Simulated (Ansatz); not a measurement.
# Dielectric response of LiH (110) films, part 2 of 2

Aim: the electronic and static ε of rocksalt LiH (110) from films of three thicknesses in a field.

Ansatz 0.2.0; plane-wave DFT, PBEsol, Ansatz PAW.

So far. Step 12 (Single point, 16 atoms, units 8, field 0.05 V/Å): The dipole is 0.0308 e·Å, and the gap on the mesh 2.805 eV. Step 13 (Atoms held, 16 atoms, units 8, field -0.05 V/Å): The dipole is -0.0308 e·Å, and the gap on the mesh 2.805 eV.

**14. Response with the atoms held, 16 atoms, units 8**

This step: plane-wave DFT, PBEsol, Ansatz PAW; response to a field along the normal, atoms held (Ansatz 0.2.0).

Local field over the applied field, running mean. From the potentials at -0.05 and 0.05 V/Å; running mean over 1.442 Å, taken twice. Table of local field over applied field by z:

| z (Å) | local field over applied field |
| --- | --- |
| 4.5 | 0.999 |
| 5.0 | 0.998 |
| 5.5 | 0.994 |
| 6.0 | 0.984 |
| 6.5 | 0.960 |
| 7.0 | 0.907 |
| 7.5 | 0.805 |
| 8.0 | 0.644 |
| 8.5 | 0.453 |
| 9.0 | 0.291 |
| 9.5 | 0.205 |
| 10.0 | 0.196 |
| 10.5 | 0.220 |
| 11.0 | 0.238 |
| 11.5 | 0.235 |
| 12.0 | 0.222 |
| 12.5 | 0.214 |
| 13.0 | 0.216 |
| 13.5 | 0.223 |
| 14.0 | 0.227 |
| 14.5 | 0.224 |
| 15.0 | 0.217 |
| 15.5 | 0.214 |
| 16.0 | 0.220 |
| 16.5 | 0.233 |
| 17.0 | 0.239 |
| 17.5 | 0.225 |
| 18.0 | 0.199 |
| 18.5 | 0.199 |
| 19.0 | 0.267 |
| 19.5 | 0.418 |
| 20.0 | 0.608 |
| 20.5 | 0.778 |
| 21.0 | 0.891 |
| 21.5 | 0.953 |
| 22.0 | 0.981 |
| 22.5 | 0.993 |
| 23.0 | 0.997 |
| 23.5 | 0.999 |

The induced dipole is that of a conductor 9.46 Å thick.

**15. Relaxing the film, 24 atoms, units 12**

This step: plane-wave DFT, PBEsol, Ansatz PAW (Ansatz 0.2.0).

System of this step: LiH (110), 12 units. The cell holds 24 atoms: 12 Li and 12 H. Cell: a = 2.885 Å, b = 4.080 Å, c = 33.867 Å, α = 90.0°, β = 90.0°, γ = 90.0°. It derives from LiH (rocksalt LiH). Vacuum lies along c.

Contents of input.yaml:

```yaml
crystal:
  lattice:
    - [2.88499567, 0.0, 0.0]
    - [0.0, 4.08, 0.0]
    - [0.0, 0.0, 33.8674761698]
  atoms:
    - { symbol: Li, position: [0.5, 0.5, 0.2657416796] }
    - { symbol: H, position: [0.5, 0.0, 0.2657416796] }
    - { symbol: Li, position: [0.0, 0.0, 0.3083341015] }
    - { symbol: H, position: [0.0, 0.5, 0.3083341015] }
    - { symbol: Li, position: [0.5, 0.5, 0.3509265234] }
    - { symbol: H, position: [0.5, 0.0, 0.3509265234] }
    - { symbol: Li, position: [0.0, 0.0, 0.3935189453] }
    - { symbol: H, position: [0.0, 0.5, 0.3935189453] }
    - { symbol: Li, position: [0.5, 0.5, 0.4361113672] }
    - { symbol: H, position: [0.5, 0.0, 0.4361113672] }
    - { symbol: Li, position: [0.0, 0.0, 0.4787037891] }
    - { symbol: H, position: [0.0, 0.5, 0.4787037891] }
    - { symbol: Li, position: [0.5, 0.5, 0.5212962109] }
    - { symbol: H, position: [0.5, 0.0, 0.5212962109] }
    - { symbol: Li, position: [0.0, 0.0, 0.5638886328] }
    - { symbol: H, position: [0.0, 0.5, 0.5638886328] }
    - { symbol: Li, position: [0.5, 0.5, 0.6064810547] }
    - { symbol: H, position: [0.5, 0.0, 0.6064810547] }
    - { symbol: Li, position: [0.0, 0.0, 0.6490734766] }
    - { symbol: H, position: [0.0, 0.5, 0.6490734766] }
    - { symbol: Li, position: [0.5, 0.5, 0.6916658985] }
    - { symbol: H, position: [0.5, 0.0, 0.6916658985] }
    - { symbol: Li, position: [0.0, 0.0, 0.7342583204] }
    - { symbol: H, position: [0.0, 0.5, 0.7342583204] }
kpoints:
  mp_grid: { grid: [10, 6, 1] }
hamiltonian:
  xc: pbesol
scf:
  occupations: { method: fixed }
  convergence: { dr2_threshold: 1.0e-09 }
efield:
  axis: 3
  dipole_correction: true
  ramp_position: 0.97
  ramp_width: 0.06
relax:
  f_tol: 0.003
  max_steps: 100
output:
  write_potential: true
  write_density: true
  volumetric_format: npy
```

Launch:

```
ansatz run input.yaml --threads 4 --pin off --max-ram 6144MiB --backend cpu --events-out ev --progress --plain --runs-dir out
```

It took 55 s on 4 threads of Arm Neoverse V1, shared host; peak memory 0.89 GiB.

Step by step:

| step | energy less that of the first step (eV) | largest force component (eV/Å) |
| --- | --- | --- |
| 1 | 0.0000 | 0.5042 |
| 2 | -0.1194 | 0.2258 |
| 3 | -0.1582 | 0.0927 |
| 4 | -0.1701 | 0.0089 |
| 5 | -0.1712 | 0.0039 |
| 6 | -0.1710 | 0.0180 |
| 7 | -0.1712 | 0.0002 |

Relaxation step 6 was tried and not accepted.

Forces are held to the 4 operations that the run works with; a distortion that breaks them can't arise in this run.

The atoms that moved most (Å):

| atom | dx | dy | dz | length |
| --- | --- | --- | --- | --- |
| Li1 | 0.000 | 0.000 | 0.362 | 0.362 |
| Li23 | 0.000 | 0.000 | -0.362 | 0.362 |
| H2 | 0.000 | 0.000 | 0.261 | 0.261 |
| H24 | 0.000 | 0.000 | -0.261 | 0.261 |
| Li5 | 0.000 | 0.000 | 0.170 | 0.170 |
| Li19 | 0.000 | 0.000 | -0.170 | 0.170 |
| H6 | 0.000 | 0.000 | 0.143 | 0.143 |
| H20 | 0.000 | 0.000 | -0.143 | 0.143 |

Running mean over 1.442 Å of the planar mean; the ramp of the sawtooth is left out. Table of electron's electrostatic potential energy less the highest filled level by z:

| z (Å) | electron's electrostatic potential energy less the highest filled level (eV) |
| --- | --- |
| 4 | 4.39 |
| 5 | 4.39 |
| 6 | 4.39 |
| 7 | 4.34 |
| 8 | 3.81 |
| 9 | 0.335 |
| 10 | -1.22 |
| 11 | -0.192 |
| 12 | -0.324 |
| 13 | -0.578 |
| 14 | -0.418 |
| 15 | -0.408 |
| 16 | -0.429 |
| 17 | -0.464 |
| 18 | -0.463 |
| 19 | -0.385 |
| 20 | -0.406 |
| 21 | -0.628 |
| 22 | -0.265 |
| 23 | -0.273 |
| 24 | -1.22 |
| 25 | 0.746 |
| 26 | 3.97 |
| 27 | 4.36 |
| 28 | 4.39 |
| 29 | 4.39 |
| 30 | 4.39 |

The relaxation took 7 steps and lowered the energy by 0.17 eV; the largest force on the free atoms ends at 2.0e-4 eV/Å.

The gap is 2.69 eV, with the valence edge 4.39 eV and the conduction edge 1.70 eV under the upper vacuum level.

**16. Comparing the runs**

Times are for 4 threads of Arm Neoverse V1, shared host. Results by setting:

| no. | units | gap by band count (eV) | ionisation energy, upper face (eV) | electron affinity, upper face (eV) | time | memory (GiB) |
| --- | --- | --- | --- | --- | --- | --- |
| 1 | 5 | 2.750 | 4.093 | 1.343 | 11 s | 0.50 |
| 2 | 8 | 2.809 | 4.400 | 1.591 | 20 s | 0.66 |
| 3 | 12 | 2.695 | 4.392 | 1.697 | 55 s | 0.89 |

The valence density, planar mean (5) oscillates, so the rows of the table below give means over windows of 0.5 Å about each position, cut where the curve ends. Its maxima inside the range that stand out by 2 % of the span (Å: e/Å³): 9.21: 0.432, 10.40: 0.441, 11.88: 0.434, 13.37: 0.441, 14.56: 0.432. Its minima: 9.81: 0.133, 11.14: 0.102, 12.63: 0.102, 13.96: 0.133.

The runs together. Valence density, planar mean against z; means over each step:

| z (Å) | 5 (e/Å³) | 8 (e/Å³) | 12 (e/Å³) |
| --- | --- | --- | --- |
| 5.5 | 3.5e-5 | 3.0e-5 | 2.4e-5 |
| 6.0 | 1.2e-4 | 1.1e-4 | 8.6e-5 |
| 6.5 | 4.5e-4 | 3.8e-4 | 3.2e-4 |
| 7.0 | 0.00157 | 0.00134 | 0.00111 |
| 7.5 | 0.00550 | 0.00473 | 0.00392 |
| 8.0 | 0.0186 | 0.0161 | 0.0134 |
| 8.5 | 0.0639 | 0.0536 | 0.0437 |
| 9.0 | 0.300 | 0.262 | 0.214 |
| 9.5 | 0.273 | 0.307 | 0.336 |
| 10.0 | 0.214 | 0.200 | 0.187 |
| 10.5 | 0.366 | 0.373 | 0.371 |
| 11.0 | 0.136 | 0.148 | 0.176 |
| 11.5 | 0.211 | 0.168 | 0.141 |
| 12.0 | 0.350 | 0.365 | 0.361 |
| 12.5 | 0.129 | 0.165 | 0.192 |
| 13.0 | 0.230 | 0.249 | 0.209 |
| 13.5 | 0.349 | 0.325 | 0.355 |
| 14.0 | 0.173 | 0.128 | 0.139 |
| 14.5 | 0.365 | 0.278 | 0.242 |
| 15.0 | 0.163 | 0.300 | 0.329 |
| 15.5 | 0.0355 | 0.143 | 0.134 |
| 16.0 | 0.0105 | 0.346 | 0.303 |
| 16.5 | 0.00313 | 0.217 | 0.276 |
| 17.0 | 8.9e-4 | 0.124 | 0.131 |
| 17.5 | 2.5e-4 | 0.342 | 0.339 |
| 18.0 | 7.0e-5 | 0.244 | 0.233 |
| 18.5 | 1.9e-5 | 0.260 | 0.158 |
| 19.0 | 5.3e-6 | 0.314 | 0.364 |
| 19.5 | 1.5e-6 | 0.0738 | 0.178 |
| 20.0 | 0 | 0.0198 | 0.182 |
| 20.5 | 0 | 0.00600 | 0.364 |
| 21.0 | 0 | 0.00173 | 0.159 |
| 21.5 | 0 | 4.8e-4 | 0.256 |
| 22.0 | 0 | 1.4e-4 | 0.318 |
| 22.5 | 0 | 3.8e-5 | 0.116 |
| 23.0 | 0 | 1.0e-5 | 0.243 |
| 23.5 | 0 | 3.4e-6 | 0.375 |

**17. The relaxed film, single point, 24 atoms, units 12**

Contents of input.yaml:

```yaml
crystal:
  lattice:
    - [2.88499567, 0.0, 0.0]
    - [0.0, 4.08, 0.0]
    - [0.0, 0.0, 33.8674761698]
  atoms:
    - { symbol: Li, position: [0.5, 0.5, 0.2764188783] }
    - { symbol: H, position: [0.5, 0.0, 0.2734351458] }
    - { symbol: Li, position: [0.0, 0.0, 0.3107942174] }
    - { symbol: H, position: [0.0, 0.5, 0.3124845843] }
    - { symbol: Li, position: [0.5, 0.5, 0.3559338989] }
    - { symbol: H, position: [0.5, 0.0, 0.355148489] }
    - { symbol: Li, position: [0.0, 0.0, 0.395885344] }
    - { symbol: H, position: [0.0, 0.5, 0.3962397651] }
    - { symbol: Li, position: [0.5, 0.5, 0.4380392654] }
    - { symbol: H, position: [0.5, 0.0, 0.4378712789] }
    - { symbol: Li, position: [0.0, 0.0, 0.4791450567] }
    - { symbol: H, position: [0.0, 0.5, 0.4792405177] }
    - { symbol: Li, position: [0.5, 0.5, 0.5208549409] }
    - { symbol: H, position: [0.5, 0.0, 0.5207594789] }
    - { symbol: Li, position: [0.0, 0.0, 0.561960732] }
    - { symbol: H, position: [0.0, 0.5, 0.5621287174] }
    - { symbol: Li, position: [0.5, 0.5, 0.6041146541] }
    - { symbol: H, position: [0.5, 0.0, 0.6037602323] }
    - { symbol: Li, position: [0.0, 0.0, 0.6440661014] }
    - { symbol: H, position: [0.0, 0.5, 0.6448515136] }
    - { symbol: Li, position: [0.5, 0.5, 0.6892057858] }
    - { symbol: H, position: [0.5, 0.0, 0.6875154212] }
    - { symbol: Li, position: [0.0, 0.0, 0.7235811236] }
    - { symbol: H, position: [0.0, 0.5, 0.7265648573] }
kpoints:
  mp_grid: { grid: [10, 6, 1] }
hamiltonian:
  xc: pbesol
scf:
  occupations: { method: fixed }
  convergence: { dr2_threshold: 1.0e-09 }
efield:
  axis: 3
  dipole_correction: true
  ramp_position: 0.97
  ramp_width: 0.06
output:
  eigenvalues: true
  dos: { projected: true, e_range: [-7, 7] }
  write_potential: true
  write_density: true
  volumetric_format: npy
checkpoint:
  write: end12.run
  compress: false
  write_wavefunctions: false
```

It took 16 s on 4 threads; peak memory 1 GiB; 61 s of CPU time.

Running mean over 1.442 Å of the planar mean; the ramp of the sawtooth is left out. Electron's electrostatic potential energy less the highest filled level against z:

| z (Å) | electron's electrostatic potential energy less the highest filled level (eV) |
| --- | --- |
| 4 | 4.39 |
| 5 | 4.39 |
| 6 | 4.39 |
| 7 | 4.34 |
| 8 | 3.81 |
| 9 | 0.334 |
| 10 | -1.22 |
| 11 | -0.193 |
| 12 | -0.324 |
| 13 | -0.578 |
| 14 | -0.418 |
| 15 | -0.408 |
| 16 | -0.429 |
| 17 | -0.464 |
| 18 | -0.463 |
| 19 | -0.385 |
| 20 | -0.406 |
| 21 | -0.628 |
| 22 | -0.265 |
| 23 | -0.273 |
| 24 | -1.22 |
| 25 | 0.746 |
| 26 | 3.97 |
| 27 | 4.36 |
| 28 | 4.39 |
| 29 | 4.39 |
| 30 | 4.39 |

The gap is 2.69 eV, with the valence edge 4.39 eV and the conduction edge 1.70 eV under the upper vacuum level.

**18. Single point, 24 atoms, units 12, field 0.05 V/Å**

Changes to input.yaml since step 17:

```diff
@@ -36,3 +36,3 @@
   occupations: { method: fixed }
-  convergence: { dr2_threshold: 1.0e-09 }
+  convergence: { dr2_threshold: 1.0e-10 }
 efield:
@@ -42,5 +42,4 @@
   ramp_width: 0.06
+  amplitude: 0.05
 output:
-  eigenvalues: true
-  dos: { projected: true, e_range: [-7, 7] }
   write_potential: true
@@ -48,5 +47 @@
   volumetric_format: npy
-checkpoint:
-  write: end12.run
-  compress: false
-  write_wavefunctions: false
```

It took 18 s on 4 threads; peak memory 0.99 GiB; 69 s of CPU time.

The dipole is 0.0450 e·Å, and the gap on the mesh 2.639 eV.

**19. Single point, 24 atoms, units 12, field -0.05 V/Å**

Changes to input.yaml since step 18:

```diff
@@ -42,3 +42,3 @@
   ramp_width: 0.06
-  amplitude: 0.05
+  amplitude: -0.05
 output:
```

Run time: 18 s. Hardware: 4 threads; peak memory 0.99 GiB; 69 s of CPU time.

The dipole is -0.0450 e·Å, and the gap on the mesh 2.639 eV.

**20. Response with the atoms held, 24 atoms, units 12**

This step: plane-wave DFT, PBEsol, Ansatz PAW; response to a field along the normal, atoms held (Ansatz 0.2.0).

Local field over the applied field, running mean. From the potentials at -0.05 and 0.05 V/Å; running mean over 1.442 Å, taken twice. Local field over applied field against z:

| z (Å) | local field over applied field |
| --- | --- |
| 4.5 | 0.999 |
| 5.0 | 0.998 |
| 5.5 | 0.995 |
| 6.0 | 0.986 |
| 6.5 | 0.965 |
| 7.0 | 0.918 |
| 7.5 | 0.824 |
| 8.0 | 0.671 |
| 8.5 | 0.482 |
| 9.0 | 0.311 |
| 9.5 | 0.213 |
| 10.0 | 0.193 |
| 10.5 | 0.216 |
| 11.0 | 0.236 |
| 11.5 | 0.236 |
| 12.0 | 0.224 |
| 12.5 | 0.215 |
| 13.0 | 0.216 |
| 13.5 | 0.220 |
| 14.0 | 0.223 |
| 14.5 | 0.222 |
| 15.0 | 0.219 |
| 15.5 | 0.218 |
| 16.0 | 0.219 |
| 16.5 | 0.220 |
| 17.0 | 0.221 |
| 17.5 | 0.220 |
| 18.0 | 0.218 |
| 18.5 | 0.218 |
| 19.0 | 0.220 |
| 19.5 | 0.222 |
| 20.0 | 0.223 |
| 20.5 | 0.219 |
| 21.0 | 0.215 |
| 21.5 | 0.216 |
| 22.0 | 0.227 |
| 22.5 | 0.237 |
| 23.0 | 0.232 |
| 23.5 | 0.208 |
| 24.0 | 0.192 |
| 24.5 | 0.230 |
| 25.0 | 0.351 |
| 25.5 | 0.533 |
| 26.0 | 0.717 |
| 26.5 | 0.855 |
| 27.0 | 0.934 |
| 27.5 | 0.973 |
| 28.0 | 0.989 |
| 28.5 | 0.996 |
| 29.0 | 0.999 |

The induced dipole is that of a conductor 13.85 Å thick.

**21. Relaxing in the field, 24 atoms, units 12, field 0.05 V/Å**

This step: plane-wave DFT, PBEsol, Ansatz PAW (Ansatz 0.2.0).

The same pair of relaxations in the field for this thickness.

Changes to input.yaml since step 19:

```diff
@@ -42,3 +42,6 @@
   ramp_width: 0.06
-  amplitude: -0.05
+  amplitude: 0.05
+relax:
+  f_tol: 0.0006
+  max_steps: 70
 output:
```

It took 30 s on 4 threads; peak memory 0.87 GiB; 1.9 min of CPU time.

No atom moved by 0.005 Å in the relaxation.

The relaxation took 3 steps and lowered the energy by 2.3e-4 eV; the largest force on the free atoms ends at 4.9e-4 eV/Å.

The dipole is 0.0544 e·Å, and the gap on the mesh 2.681 eV.

**22. Relaxing in the field, 24 atoms, units 12, field -0.05 V/Å**

Changes to input.yaml since step 21:

```diff
@@ -42,3 +42,3 @@
   ramp_width: 0.06
-  amplitude: 0.05
+  amplitude: -0.05
 relax:
```

Run time: 30 s. Hardware: 4 threads; peak memory 0.88 GiB.

No atom moved by 0.005 Å in the relaxation.

The relaxation took 3 steps and lowered the energy by 2.3e-4 eV; the largest force on the free atoms ends at 4.9e-4 eV/Å.

The dipole is -0.0544 e·Å, and the gap on the mesh 2.681 eV.

**23. Response with the atoms relaxed, 24 atoms, units 12**

This step: plane-wave DFT, PBEsol, Ansatz PAW; response to a field along the normal, atoms relaxed (Ansatz 0.2.0).

This step gave:

* equivalent conductor thickness p/(ε₀AE): 16.73 Å
* inner field over outer field: 0.07262
* local ε in the middle: 13.77

Local field over the applied field, running mean. From the potentials at -0.05 and 0.05 V/Å; running mean over 1.442 Å, taken twice. The local field over applied field by z:

z (Å), local field over applied field and a bar from the least value:
```
        5      0.998 ##############################
        6      0.988 ##############################
        7      0.919 ############################
        8      0.618 ###################
        9      0.062 ###
       10     -0.014 #
       11      0.186 #######
       12      0.038 ###
       13      0.057 ###
       14      0.096 ####
       15      0.054 ###
       16      0.064 ###
       17      0.076 ####
       18      0.062 ###
       19      0.058 ###
       20      0.099 ####
       21      0.044 ###
       22      0.051 ###
       23      0.174 #######
       24     -0.056 
       25      0.117 #####
       26      0.673 #####################
       27      0.936 ############################
       28      0.990 ##############################
       29      0.999 ##############################
```

The induced dipole is that of a conductor 16.73 Å thick.

**24. Electronic ε from the series**

This step: plane-wave DFT, PBEsol, Ansatz PAW; permittivity from the thickness series, atoms held (Ansatz 0.2.0).

Each added layer adds t(1 − 1/ε) to the dipole term, so the slope against thickness gives ε without a choice of where the film ends.

Numbers from this step:

| Property | Result |
| --- | --- |
| slope | 0.7777 |
| intercept of the fit | 1.908 Å |
| ε of the interior | 4.498 |

Table of equivalent conductor thickness by distance between the outer atoms:

| distance between the outer atoms (Å) | equivalent conductor thickness (Å) |
| --- | --- |
| 5.52 | 6.21 |
| 9.73 | 9.46 |
| 15.35 | 13.8 |

By hand, from the thinnest and the thickest film: slope = (13.848 − 6.212) / (15.346 − 5.524) = 0.777, so ε = 1/(1 − 0.777) = 4.49.

**25. Static ε from the series**

This step: plane-wave DFT, PBEsol, Ansatz PAW; permittivity from the thickness series, atoms relaxed (Ansatz 0.2.0).

The same fit for the relaxed films. The nearer its slope lies to 1, the more ε hangs on small errors.

Numbers from this step:

* slope: 0.9210
* intercept of the fit: 2.601 Å
* ε of the interior: 12.66

The equivalent conductor thickness by distance between the outer atoms:

| distance between the outer atoms (Å) | equivalent conductor thickness (Å) |
| --- | --- |
| 5.52 | 7.69 |
| 15.35 | 16.7 |

By hand, from the thinnest and the thickest film: slope = (16.734 − 7.689) / (15.345 − 5.524) = 0.921, so ε = 1/(1 − 0.921) = 12.7. One nm of such a film has the capacitance of 3.9/12.7 = 0.31 nm of SiO₂ (its equivalent oxide thickness).

**26. The same run with other settings**

This step: plane-wave DFT, PBEsol, Ansatz PAW, but for the change named below (Ansatz 0.2.0).

System of this step: LiH (110), 5 units. The cell holds 10 atoms: 5 Li and 5 H. Its edges and angles: a = 2.885 Å, b = 4.080 Å, c = 23.770 Å, α = 90.0°, β = 90.0°, γ = 90.0°. It derives from LiH (rocksalt LiH). Vacuum lies along c.

An input spoilt on purpose, to show how the run answers: it repeats the earlier run at 0.05 V/Å, 5 units with hamiltonian.hubbard to sites: [species: Li, l: f, u_eff: 30.0], and scf.max_iter set to 100.

Contents of input.yaml:

```yaml
crystal:
  lattice:
    - [2.88499567, 0.0, 0.0]
    - [0.0, 4.08, 0.0]
    - [0.0, 0.0, 23.7699913345]
  atoms:
    - { symbol: Li, position: [0.5, 0.5, 0.3878053576] }
    - { symbol: H, position: [0.5, 0.0, 0.3838132836] }
    - { symbol: Li, position: [0.0, 0.0, 0.4378057008] }
    - { symbol: H, position: [0.0, 0.5, 0.4396982708] }
    - { symbol: Li, position: [0.5, 0.5, 0.4999999964] }
    - { symbol: H, position: [0.5, 0.0, 0.500000001] }
    - { symbol: Li, position: [0.0, 0.0, 0.5621943034] }
    - { symbol: H, position: [0.0, 0.5, 0.5603017325] }
    - { symbol: Li, position: [0.5, 0.5, 0.6121946374] }
    - { symbol: H, position: [0.5, 0.0, 0.6161867165] }
kpoints:
  mp_grid: { grid: [10, 6, 1] }
hamiltonian:
  xc: pbesol
  hubbard: { sites: [{ species: Li, l: f, u_eff: 30.0 }] }
scf:
  occupations: { method: fixed }
  convergence: { dr2_threshold: 1.0e-10 }
  max_iter: 100
efield:
  axis: 3
  dipole_correction: true
  ramp_position: 0.97
  ramp_width: 0.06
  amplitude: 0.05
output:
  write_potential: true
  write_density: true
  volumetric_format: npy
```

It took 0.06 s on 4 threads; peak memory 0.069 GiB.

The input was rejected at the start.

The program's message: “Error: inconsistent input (hamiltonian.hubbard.sites[].l, hamiltonian.hubbard.sites[].shell): the file of Li doesn't list 4f, and it can't be added: PBE doesn't bind the shell 4f of the free atom, who …”

The fault put into the input: a U on a shell that isn't there.

**27. A changed input**

This step: plane-wave DFT, PBEsol, Ansatz PAW (Ansatz 0.2.0).

Another changed input: it repeats the earlier run at 0.05 V/Å, 5 units with efield.dipole_correction from true to false.

Changes to input.yaml since step 26:

```diff
@@ -20,3 +20,2 @@
   xc: pbesol
-  hubbard: { sites: [{ species: Li, l: f, u_eff: 30.0 }] }
 scf:
@@ -24,6 +23,5 @@
   convergence: { dr2_threshold: 1.0e-10 }
-  max_iter: 100
 efield:
   axis: 3
-  dipole_correction: true
+  dipole_correction: false
   ramp_position: 0.97
```

Elapsed: 4.1 s, on 4 threads; peak memory 0.52 GiB.

| quantity | this run | earlier run | difference |
| --- | --- | --- | --- |
| dipole along the normal (e·Å) | 0.02735 | 0.02020 | 0.0071 |
| gap on the k-mesh (eV) | 2.749 | 2.750 | -6.6e-4 |

With the dipole correction off, the periodic images add a field of their own to the typed one.

What moves beyond 0.01 in its unit (for the dipole 0.5 % and 5e-5 e·Å): dipole along the normal (+0.00715 e·Å).

These numbers are not those of the isolated slab.

**28. Results**

| Item | Value |
| --- | --- |
| electronic ε from the thickness series | 4.50 |
| static ε from the thickness series | 12.7 |
| local electronic ε, middle of 12 units | 4.54 |

The films give an electronic ε of 4.50 and a static ε of 12.7. The slope of the series and the field inside the thickest film give 4.50 and 4.54, in agreement. Ions raise ε from 4.50 to 12.7. The static value rests on two thicknesses alone. The in-plane lattice constants are held at typed bulk values. Semilocal functionals tend to overestimate the electronic ε a little.

[Logs are printed without paths, hosts, clocks, repeated set-up lines and the standing remarks that a program may print on its own settings, such as how far it seeks lower states.]

[Hosts, paths, dates, database ids (printed as entryN), source tags and the programs' standing remarks are cut or masked in the printed files.]

[Maps of the electrostatic potential energy from Ansatz leave out the sawtooth potential of an applied field or a dipole correction, so their vacuum need not be flat; planar profiles and work functions include it.]
